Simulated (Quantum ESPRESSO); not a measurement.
CdO (Monteponite):

```xyz
2
Lattice="0.0000 2.3495 2.3495 2.3495 0.0000 2.3495 2.3495 2.3495 0.0000" Properties=species:S:1:pos:R:3 pbc="T T T"
Cd    0.0000    0.0000    0.0000
O     2.3495    2.3495    2.3495
```

| Item | Value |
| --- | --- |
| Program | Quantum ESPRESSO 7.5 |
| Task | single point |
| Functional | PBE |
| Potentials or basis | SSSP 1.3 efficiency PBE |
| Cutoff | 816 eV |
| Density cutoff | 6531 eV |
| k mesh | 10 × 10 × 10 |
| Occupations | fermi-dirac, width 0.05 eV |
| Spin | no spin polarisation |

On this cell: pressure 6.6 GPa; largest force zero by symmetry; band gap on the k mesh none (metal or under the smearing width).

The same run follows on a disturbed copy (atoms moved at random, drawn with an rms of 0.05 Å):

```
CELL_PARAMETERS angstrom
0.00000 2.34950 2.34950
2.34950 0.00000 2.34950
2.34950 2.34950 0.00000
ATOMIC_POSITIONS crystal
Cd 0.00446 0.99046 0.99858
O 0.49245 0.49773 0.50237
```

**Question.** What does the disturbed cell give?

**Answer.** The energy (extrapolated to zero smearing) moves by +1.1 meV/atom; pressure 6.7 GPa; largest force 0.128 eV/Å; band gap on the k mesh none (metal or under the smearing width).

Forces on the atoms (eV/Å):
```
Cd   0.098 -0.072 -0.042
O   -0.098  0.072  0.042
```

Stress tensor (GPa, compression positive):
```
 6.75  0.03  0.02
 0.03  6.68 -0.01
 0.02 -0.01  6.63
```

Caveats: this crystal is a semiconductor, whose small gap the functional closes, so the metal is an error of the method (some runs).
